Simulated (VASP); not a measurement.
# PbSe (Clausthalite) (Fm-3m) in VASP: further runs

The runs below take PbSe (Clausthalite) through single point, relaxation of cell and atoms, with LDA, PBEsol, PBE, r2SCAN.

Everything below comes from runs of VASP 6.6.1. Logs are shortened: lines on timing, memory, paths and dates and some standing lists are left out, and cuts for length are marked.

**The experiment to reproduce.**

A printed reference work, monograph reports, for a bulk crystal of PbSe: band gap 0.15 eV (direct) at 4.2 K; band gap 0.28 eV (direct) at 300 K.

The runs below are set against these values where they give the same quantity.

## (1) The cell of the first run

The structure is cubic, space group Fm-3m (No. 225). The conventional cell has a = 6.037 Å, b = 6.037 Å, c = 6.037 Å, α = 90.00°, β = 90.00°, γ = 90.00°. Within 4.0 Å of Pb (site symmetry m-3m) lie 6 Se at 3.02 Å. Se (site symmetry m-3m) has 6 Pb at 3.02 Å within 4.0 Å.

## (2) Single point, LDA

Input file INCAR:

```
SYSTEM = PbSe
ALGO = Normal ; EDIFF = 1E-6
ENCUT = 520 ; ISIF = 2
ISMEAR = -1 ; LASPH = .True.
LCHARG = .False. ; LREAL = .False.
LWAVE = .False. ; NBANDS = 17
NELM = 80 ; PREC = Accurate
SIGMA = 0.02
```

Input file KPOINTS:

```
k-points
0
Gamma
  6 6 6
  0 0 0
```

Input file POSCAR:

```
PbSe
1.0
    0.0000000000      3.0183207308      3.0183207308
    3.0183207308      0.0000000000      3.0183207308
    3.0183207308      3.0183207308      0.0000000000
Pb Se
1 1
Direct
    0.0000000000      0.0000000000      0.0000000000
    0.5000000000      0.5000000000      0.5000000000
```

Potentials or basis: VASP PAW LDA potentials, release 64 (Pb_d, Se).

The run is started by

```
$ cat potpaw_LDA.64/Pb_d/POTCAR potpaw_LDA.64/Se/POTCAR > POTCAR
$ mpirun -np 1 vasp_std > vasp.out
```

OUTCAR:

```text
SYSTEM = PbSe
   EDIFF = 1E-6
   ENCUT = 520
   ISIF = 2
   ISMEAR = -1
   LASPH = .True.
   LREAL = .False.
   NELM = 80
   PREC = Accurate

 ion  position               nearest neighbor table
   1  0.000  0.000  0.000-   2 3.02   2 3.02   2 3.02   2 3.02   2 3.02   2 3.02
   2  0.500  0.500  0.500-   1 3.02   1 3.02   1 3.02   1 3.02   1 3.02   1 3.02

  LATTYP: Found a face centered cubic cell.
 ALAT       =     6.0366414616

  Lattice vectors:

 A1 = (   0.0000000000,   3.0183207308,   3.0183207308)
 A2 = (   3.0183207308,   0.0000000000,   3.0183207308)
 A3 = (   3.0183207308,   3.0183207308,   0.0000000000)

Analysis of symmetry for initial positions (statically):
=====================================================================
 Subroutine PRICEL returns:
 Original cell was already a primitive cell.

 Routine SETGRP: Setting up the symmetry group for a
 face centered cubic supercell.

 Subroutine GETGRP returns: Found 48 space group operations
 (whereof 48 operations were pure point group operations)
 out of a pool of 48 trial point group operations.

The static configuration has the point symmetry O_h .

Analysis of symmetry for dynamics (positions and initial velocities):
=====================================================================
 Subroutine PRICEL returns:
 Original cell was already a primitive cell.

 Routine SETGRP: Setting up the symmetry group for a
 face centered cubic supercell.

 Subroutine GETGRP returns: Found 48 space group operations
 (whereof 48 operations were pure point group operations)
 out of a pool of 48 trial point group operations.

The dynamic configuration has the point symmetry O_h .

 Subroutine INISYM returns: Found 48 space group operations
 (whereof 48 operations are pure point group operations),
 and found     1 'primitive' translations

----------------------------------------------------------------------------------------

                                     Primitive cell

  volume of cell :      54.9954

  direct lattice vectors                    reciprocal lattice vectors
     0.000000000  3.018320731  3.018320731    -0.165655026  0.165655026  0.165655026
     3.018320731  0.000000000  3.018320731     0.165655026 -0.165655026  0.165655026
     3.018320731  3.018320731  0.000000000     0.165655026  0.165655026 -0.165655026

  length of vectors
     4.268550113  4.268550113  4.268550113     0.286922922  0.286922922  0.286922922

  position of ions in fractional coordinates (direct lattice)
     0.000000000  0.000000000  0.000000000
     0.500000000  0.500000000  0.500000000

  ion indices of the primitive-cell ions
   primitive index   ion index
                 1           1
                 2           2

----------------------------------------------------------------------------------------

 KPOINTS: k-points

Automatic generation of k-mesh.
 Grid dimensions read from file:
 generate k-points for:    6    6    6

 Generating k-lattice:

  Cartesian coordinates                     Fractional coordinates (reciprocal lattice)
    -0.027609171  0.027609171  0.027609171     0.166666667  0.000000000  0.000000000
     0.027609171 -0.027609171  0.027609171     0.000000000  0.166666667  0.000000000
     0.027609171  0.027609171 -0.027609171     0.000000000  0.000000000  0.166666667

  Length of vectors
     0.047820487  0.047820487  0.047820487

  Shift w.r.t. Gamma in fractional coordinates (k-lattice)
     0.000000000  0.000000000  0.000000000

 Subroutine IBZKPT returns following result:
 ===========================================

 Found     16 irreducible k-points:

 Following reciprocal coordinates:
            Coordinates               Weight
  0.000000  0.000000  0.000000      1.000000
  0.166667  0.000000  0.000000      8.000000
  0.333333  0.000000  0.000000      8.000000
  0.500000  0.000000  0.000000      4.000000
  0.166667  0.166667  0.000000      6.000000
  0.333333  0.166667  0.000000     24.000000
[... 8 lines left out ...]
 -0.333333  0.333333  0.166667     24.000000
 -0.333333  0.500000  0.166667     12.000000
   k-points           NKPTS =     16   k-points in BZ     NKDIM =     16   number of bands    NBANDS=     17
   number of dos      NEDOS =    301   number of ions     NIONS =      2
   total plane-waves  NPLWV =  32768
   dimension x,y,z NGX =    32 NGY =   32 NGZ =   32
   dimension x,y,z NGXF=    64 NGYF=   64 NGZF=   64
   ions per type =               1   1
   NGX,Y,Z   is equivalent  to a cutoff of  12.46, 12.46, 12.46 a.u.
   NGXF,Y,Z  is equivalent  to a cutoff of  24.93, 24.93, 24.93 a.u.
 SYSTEM =  PbSe
   PREC   = accura    normal or accurate (medium, high low for compatibility)
   ISTART =      0    job   : 0-new  1-cont  2-samecut
   ICHARG =      2    charge: 1-file 2-atom 10-const
   ISPIN  =      1    spin polarized calculation?
   LNONCOLLINEAR =      F non collinear calculations
   LSORBIT =      F    spin-orbit coupling
   LASPH  =      T    aspherical Exc in radial PAW
   ENCUT  =  520.0 eV  38.22 Ry    6.18 a.u.   7.94  7.94  7.94*2*pi/ulx,y,z
   NELM   =     80;   NELMIN=  2; NELMDL= -5     # of ELM steps
   EDIFF  = 0.1E-05   stopping-criterion for ELM
   LREAL  =      F    real-space projection
   EDIFFG = 0.1E-04   stopping-criterion for IOM
   NSW    =      0    number of steps for IOM
   IBRION =     -1    ionic relax: 0-MD 1-quasi-New 2-CG
   NFREE  =      0    steps in history (QN), initial steepest desc. (CG)
   ISIF   =      2    stress and relaxation
   ISYM   =      2    0-nonsym 1-usesym 2-fastsym
   POTIM  = 0.5000    time-step for ionic-motion
   TEBEG  =    0.0;   TEEND  =   0.0 temperature during run
   PSTRESS=    0.0 pullay stress
   NELECT =      20.0000    total number of electrons
   NUPDOWN=      -1.0000    fix difference up-down
   EMIN   =  10.00;   EMAX   =-10.00  energy-range for DOS
   EFERMI =   0.00;   METHOD = LEGACY
   ISMEAR =    -1;   SIGMA  =   0.02  broadening in eV -4-tet -1-fermi 0-gaus
   EFERMI_NEDOS =   21; number of points for ismear=-14 and -15
   IALGO  =     38    algorithm
   IMIX   =      4    mixing-type and parameters
     AMIX     =   0.40;   BMIX     =  1.00
     AMIX_MAG =   1.60;   BMIX_MAG =  1.00
  volume/ion in A,a.u.               =      27.50       185.56
  Fermi-wavevector in a.u.,A,eV,Ry     =   1.168538  2.208216 18.578492  1.365481
  Thomas-Fermi vector in A             =   2.305023
   LORBIT       =      0    0 simple, 1 ext, 2 COOP (PROOUT), +10 PAW based schemes
   GGA     = CA    functional components
   LHFCALC =     F    Hartree Fock is set to
   AEXX    =    0.0000 exact exchange contribution
   IVDW    =     0    specifies the selected vdW correction
   LEPSILON=     F    determine dielectric tensor
   LRPA    =     F    only Hartree local field effects (RPA)
 non-spin polarized calculation
  energy-cutoff  :      520.00
  volume of cell :       55.00
 maximum number of plane-waves:      1492
   NGX = 15   NGY = 15   NGZ = 15

 number of electron      20.0000005 magnetization

 Free energy of the ion-electron system (eV)
  ---------------------------------------------------
  ext. energy  EPLUGINS =         0.00000000
  ---------------------------------------------------
  free energy    TOTEN  =        -9.46289434 eV

  energy without entropy =       -9.46192314  energy(sigma->0) =       -9.46240874

 E-fermi :   5.4896     XC(G=0): -10.0365

 val. band max:        5.4784298832   @ k =   0.5000   0.0000   0.0000
 cond. band min:       5.5007895991   @ k =   0.5000   0.0000   0.0000
 fundamental gap:      0.0223597159
 Fermi energy:         5.4896097412

 k-point     1 :       0.0000    0.0000    0.0000
  band No.  band energies     occupation
      1     -11.4176      2.00000
      2     -11.4176      2.00000
      3     -11.4129      2.00000
      4     -11.4129      2.00000
      5     -11.4129      2.00000
      6      -8.5425      2.00000
[... 9 lines left out ...]
     16      11.8289      0.00000
     17      13.3345      0.00000

 k-point     2 :       0.1667    0.0000    0.0000
  band No.  band energies     occupation
      1     -11.4245      2.00000
      2     -11.4245      2.00000
      3     -11.4119      2.00000
      4     -11.4036      2.00000
      5     -11.4036      2.00000
      6      -8.3183      2.00000
[... 9 lines left out ...]
     16      12.4285      0.00000
     17      15.2830      0.00000

 k-point     3 :       0.3333    0.0000    0.0000
  band No.  band energies     occupation
      1     -11.4395      2.00000
      2     -11.4395      2.00000
      3     -11.4108      2.00000
      4     -11.3838      2.00000
      5     -11.3838      2.00000
      6      -7.7545      2.00000
[... 9 lines left out ...]
     16      13.9179      0.00000
     17      17.3669      0.00000

 k-point     4 :       0.5000    0.0000    0.0000
  band No.  band energies     occupation
      1     -11.4470      2.00000
      2     -11.4470      2.00000
      3     -11.4105      2.00000
      4     -11.3737      2.00000
      5     -11.3737      2.00000
      6      -7.3662      2.00000
[... 9 lines left out ...]
     16      15.5603      0.00000
     17      15.6284      0.00000

 k-point     5 :       0.1667    0.1667    0.0000
  band No.  band energies     occupation
      1     -11.4424      2.00000
      2     -11.4185      2.00000
      3     -11.4119      2.00000
      4     -11.4000      2.00000
      5     -11.4000      2.00000
      6      -8.2358      2.00000
[... 9 lines left out ...]
     16      13.5271      0.00000
     17      14.5145      0.00000

 k-point     6 :       0.3333    0.1667    0.0000
  band No.  band energies     occupation
      1     -11.4694      2.00000
      2     -11.4190      2.00000
      3     -11.4174      2.00000
      4     -11.3886      2.00000
      5     -11.3808      2.00000
      6      -7.7669      2.00000
[... 9 lines left out ...]
     16      14.8680      0.00000
     17      16.4404      0.00000

 k-point     7 :       0.5000    0.1667    0.0000
  band No.  band energies     occupation
      1     -11.4782      2.00000
      2     -11.4329      2.00000
      3     -11.4075      2.00000
      4     -11.3834      2.00000
      5     -11.3712      2.00000
      6      -7.2668      2.00000
[... 9 lines left out ...]
     16      15.7989      0.00000
     17      16.1788      0.00000

 k-point     8 :      -0.3333    0.1667    0.0000
  band No.  band energies     occupation
      1     -11.4616      2.00000
      2     -11.4390      2.00000
      3     -11.4041      2.00000
      4     -11.3835      2.00000
      5     -11.3814      2.00000
      6      -7.4045      2.00000
[... 9 lines left out ...]
     16      15.1266      0.00000
     17      16.5279      0.00000

 k-point     9 :      -0.1667    0.1667    0.0000
  band No.  band energies     occupation
      1     -11.4353      2.00000
      2     -11.4341      2.00000
      3     -11.4102      2.00000
      4     -11.3984      2.00000
      5     -11.3893      2.00000
      6      -7.9682      2.00000
[... 9 lines left out ...]
     16      14.3175      0.00000
     17      15.0831      0.00000

 k-point    10 :       0.3333    0.3333    0.0000
  band No.  band energies     occupation
      1     -11.5266      2.00000
      2     -11.4298      2.00000
      3     -11.4004      2.00000
      4     -11.3729      2.00000
      5     -11.3729      2.00000
      6      -7.4414      2.00000
[... 9 lines left out ...]
     16      15.8150      0.00000
     17      16.6498      0.00000

 k-point    11 :       0.5000    0.3333    0.0000
  band No.  band energies     occupation
      1     -11.5470      2.00000
      2     -11.4250      2.00000
      3     -11.4061      2.00000
      4     -11.3692      2.00000
      5     -11.3642      2.00000
      6      -7.0469      2.00000
[... 9 lines left out ...]
     16      16.5974      0.00000
     17      17.4228      0.00000

 k-point    12 :      -0.3333    0.3333    0.0000
  band No.  band energies     occupation
      1     -11.5141      2.00000
      2     -11.4228      2.00000
      3     -11.4049      2.00000
      4     -11.3834      2.00000
      5     -11.3713      2.00000
      6      -7.0202      2.00000
[... 9 lines left out ...]
     16      14.9640      0.00000
     17      17.0703      0.00000

 k-point    13 :       0.5000    0.5000    0.0000
  band No.  band energies     occupation
      1     -11.5817      2.00000
      2     -11.4354      2.00000
      3     -11.3946      2.00000
      4     -11.3586      2.00000
      5     -11.3586      2.00000
      6      -6.9237      2.00000
[... 9 lines left out ...]
     16      17.3232      0.00000
     17      18.1476      0.00000

 k-point    14 :       0.5000    0.3333    0.1667
  band No.  band energies     occupation
      1     -11.5014      2.00000
      2     -11.4209      2.00000
      3     -11.4138      2.00000
      4     -11.3803      2.00000
      5     -11.3734      2.00000
      6      -7.3009      2.00000
[... 9 lines left out ...]
     16      15.6707      0.00000
     17      16.0966      0.00000

 k-point    15 :      -0.3333    0.3333    0.1667
  band No.  band energies     occupation
      1     -11.5132      2.00000
      2     -11.4255      2.00000
      3     -11.3985      2.00000
      4     -11.3938      2.00000
      5     -11.3656      2.00000
      6      -7.0198      2.00000
[... 9 lines left out ...]
     16      16.8286      0.00000
     17      16.8886      0.00000

 k-point    16 :      -0.3333    0.5000    0.1667
  band No.  band energies     occupation
      1     -11.5490      2.00000
      2     -11.4172      2.00000
      3     -11.4111      2.00000
      4     -11.3788      2.00000
      5     -11.3586      2.00000
      6      -6.9026      2.00000
[... 9 lines left out ...]
     16      17.2662      0.00000
     17      18.1545      0.00000

------------------------ aborting loop because EDIFF is reached ----------------------------------------

  FORCE on cell =-STRESS in cart. coord.  units (eV):
  Direction    XX          YY          ZZ          XY          YZ          ZX
  --------------------------------------------------------------------------------------
  -------------------------------------------------------------------------------------
  Total        0.0227828      0.0227828      0.0227828      0.0000000      0.0000000     -0.0000000
  in kB        0.6637287      0.6637287      0.6637287      0.0000000      0.0000000     -0.0000000
  external PRESSURE =       0.6637287 kB  Pullay stress =       0.0000000 kB

 VOLUME and BASIS-vectors are now :
 -----------------------------------------------------------------------------
  energy-cutoff  :      520.00
  volume of cell :       55.00
      direct lattice vectors                 reciprocal lattice vectors
     0.000000000  3.018320731  3.018320731    -0.165655026  0.165655026  0.165655026
     3.018320731  0.000000000  3.018320731     0.165655026 -0.165655026  0.165655026
     3.018320731  3.018320731  0.000000000     0.165655026  0.165655026 -0.165655026

 POSITION                                       TOTAL-FORCE (eV/Angst)
 -----------------------------------------------------------------------------------
      0.00000      0.00000      0.00000         0.000000     -0.000000      0.000000
      3.01832      3.01832      3.01832        -0.000000      0.000000     -0.000000
 -----------------------------------------------------------------------------------
    total drift:                                0.000000     -0.000000     -0.000000

  FREE ENERGIE OF THE ION-ELECTRON SYSTEM (eV)
  ---------------------------------------------------
  free  energy   TOTEN  =        -9.4628943389 eV

  energy  without entropy=       -9.4619231353  energy(sigma->0) =       -9.46240874
```

It took 9.2 s on 1 thread of Intel Xeon Platinum 8375C at 2.90GHz (Ice Lake), shared host; peak memory 0.15 GiB.

What came out:

* Free energy: -9.4629 eV
* Pressure: 0.1 GPa
* Band gap on the k mesh: 0.02 eV, direct

Caveat: spin-orbit coupling is left out, which moves the levels of the heavy elements.

(Part 1 of 2 ends here.)
